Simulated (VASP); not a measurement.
Set up this calculation in VASP 6.6.1, as the native input.

```yaml
Task: relaxation of cell and atoms
Functional: optB88-vdW
Potentials_or_basis: VASP PAW PBE potentials, release 64 (Hf_pv, S)
Cutoff: 400 eV
k_mesh: 12 × 12 × 6
Occupations: gaussian, width 0.02 eV
Spin: no spin polarisation
Target_pressure: 4 GPa
Pressure_GPa: 4
Further_INCAR_settings: ALGO = Fast; EDIFF = 1e-07; IBRION = 2; EDIFFG = -0.003; NSW = 60; ISIF = 3
Target_pressure: 4 GPa
```

The structure of HfS2 lies in POSCAR:

```
HfS2
1.0
    3.6396641800      0.0000000000      0.0000000000
   -1.8198320900      3.1520416411      0.0000000000
    0.0000000000      0.0000000000      6.0555624700
Hf S
1 2
Direct
    0.0000000000      0.0000000000      0.0000000000
    0.6666666700      0.3333333300      0.7639520500
    0.3333333300      0.6666666700      0.2360479500
```

The cell is a database's computed one.

One way to write it, as run:

INCAR

```
SYSTEM = HfS2
PREC = Accurate ; ENCUT = 400
EDIFF = 1E-7 ; ISMEAR = 0
SIGMA = 0.02 ; LREAL = .FALSE.
LASPH = .TRUE. ; NELM = 60
ALGO = Fast ; ISIF = 3
LWAVE = .FALSE. ; LCHARG = .FALSE.
GGA = BO ; LUSE_VDW = .TRUE.
AGGAC = 0.0 ; PARAM1 = 0.1833333333
PARAM2 = 0.22 ; IBRION = 2
NSW = 60 ; EDIFFG = -0.003
PSTRESS = 40
```

KPOINTS

```
regular mesh
0
G
  12 12 6
  0 0 0
```

Potentials or basis: VASP PAW PBE potentials, release 64 (Hf_pv, S).

The run is started by

```bash
$ cat potpaw_PBE.64/Hf_pv/POTCAR potpaw_PBE.64/S/POTCAR > POTCAR
$ mpirun -np 1 vasp_std > vasp.out
```

It gave:

* Relaxed volume: 20.55 Å³/atom
* Relaxed cell: a = 3.577 Å, b = 3.577 Å, c = 5.562 Å, α = 90.00°, β = 90.00°, γ = 120.00°
* Space group after relaxing (to 0.05 Å): P-3m1 (No. 164)
* Energy change on relaxing (the enthalpy is what falls): +15.5 meV/atom
* Ionic steps: 17
* Pressure after relaxing: 4.0 GPa
* Band gap on the k mesh: 0.59 eV, indirect (least direct gap 1.61 eV)

Caveat: the cell is relaxed towards a set pressure, so the enthalpy falls and the energy may rise; the PAW data sets were made with another functional, which shifts forces and pressure a little; spin-orbit coupling is left out, which moves the levels of the heavy elements.

It took 16 min on 1 thread of Intel(R) Xeon(R) Platinum 8488C (Sapphire Rapids), with other jobs on the host, peak memory 0.39 GiB.
